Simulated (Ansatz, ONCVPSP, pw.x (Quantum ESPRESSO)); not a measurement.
# Nb (Z = 41): does the ONCV potential hold in the solid?

* Element: Nb
* Generator: ONCVPSP 4.0.1
* Type: optimised norm-conserving Vanderbilt (ONCV)
* Functional: PBE
* Relativity: scalar-relativistic
* Frozen core: [Ar] 3d10
* Valence charge: 13
* Reference configuration: 4s2 4p6 4d4 5s1
* Partial waves: 4s+5s: rc 2.05 bohr, ncon 3, nbas 8, qcut 6 1/bohr, 2 projectors; 4p: rc 1.90 bohr, ncon 4, nbas 7, qcut 6.2 1/bohr, 2 projectors, debl 1.9 Ha; 4d: rc 2.15 bohr, ncon 3, nbas 8, qcut 8.1 1/bohr, 1 projector
* Local potential: polynomial inside 1.60 bohr (lpopt 4, dvloc0 4 Ha)
* Core correction: none

Atomic tests: cutoffs needed: 17 Ha and 20 Ha (the cutoffs (Ha) at which the residual kinetic energy of the hardest occupied pseudo-wave falls to 1 and 0.1 mHa per electron); ghost test: no bound ghost flagged; no localised positive-energy state flagged; configuration tests: 1 of 4 tests not solved or not reliable.

Crystal test: fcc Nb in pw.x 7.5, no spin, 13³ k-points, Fermi–Dirac smearing 0.01 Ry, cutoffs 50/200 Ry. The lattice is a test structure that the element need not adopt, and mesh and smearing are coarse.

pw.x input:

```
&control
  calculation='scf', prefix='x', pseudo_dir='./', outdir='./tmp', tstress=.true., disk_io='none'
/
&system
  ibrav=0, nat=1, ntyp=1, ecutwfc=50, ecutrho=200, nbnd=14,
  occupations='smearing', smearing='fd', degauss=0.01
/
&electrons
  conv_thr=1e-09, mixing_beta=0.4, electron_maxstep=70
/
ATOMIC_SPECIES
Nb 1.0 Nb.UPF
CELL_PARAMETERS angstrom
  0.00000000 2.10948094 2.10948094
  2.10948094 0.00000000 2.10948094
  2.10948094 2.10948094 0.00000000
ATOMIC_POSITIONS crystal
Nb 0.0000 0.0000 0.0000
K_POINTS automatic
13 13 13 0 0 0
```

```bash
pw.x < Nb.scf.in > Nb.scf.out
```

**Question.** How does the run end?

**Answer.** It converges; the pressure is 1.14 GPa against 0.27 GPa from all-electron LAPW. Atomic configuration tests: 1 of 4 tests not solved or not reliable. The log shows:

```
     charge density cutoff     =     200.0000  Ry
     scf convergence threshold =      1.0E-09
     Exchange-correlation= PBE
     number of k points=    84  Fermi-Dirac smearing, width (Ry)=  0.0100
     iteration #  1     ecut=    50.00 Ry     beta= 0.40
     total energy              =    -115.07491740 Ry
     estimated scf accuracy    <       0.09798408 Ry
     iteration #  2     ecut=    50.00 Ry     beta= 0.40
     total energy              =    -115.07802495 Ry
     estimated scf accuracy    <       0.01212691 Ry
     iteration #  3     ecut=    50.00 Ry     beta= 0.40
     total energy              =    -115.07936244 Ry
     estimated scf accuracy    <       0.00080474 Ry
     iteration #  4     ecut=    50.00 Ry     beta= 0.40
     total energy              =    -115.07940252 Ry
     estimated scf accuracy    <       0.00002435 Ry
     iteration #  5     ecut=    50.00 Ry     beta= 0.40
     total energy              =    -115.07940800 Ry
     estimated scf accuracy    <       0.00000063 Ry
     iteration #  6     ecut=    50.00 Ry     beta= 0.40
     total energy              =    -115.07940808 Ry
     estimated scf accuracy    <       0.00000002 Ry
     iteration #  7     ecut=    50.00 Ry     beta= 0.40
     total energy              =    -115.07940807 Ry
     estimated scf accuracy    <       0.00000001 Ry
     iteration #  8     ecut=    50.00 Ry     beta= 0.40
     the Fermi energy is    17.3116 ev
!    total energy              =    -115.07940807 Ry
     estimated scf accuracy    <          1.7E-10 Ry
     smearing contrib. (-TS)   =      -0.00686771 Ry
     The total energy is F=E-TS. E is the sum of the following terms:
     one-electron contribution =     -20.50947563 Ry
     hartree contribution      =      16.31370536 Ry
     xc contribution           =     -13.68969499 Ry
     ewald contribution        =     -97.18707509 Ry
     convergence has been achieved in   8 iterations
          total   stress  (Ry/bohr**3)                   (kbar)     P=       11.43
     Message from routine punch:
     Nothing written, as per user request (disk_io='none')
```
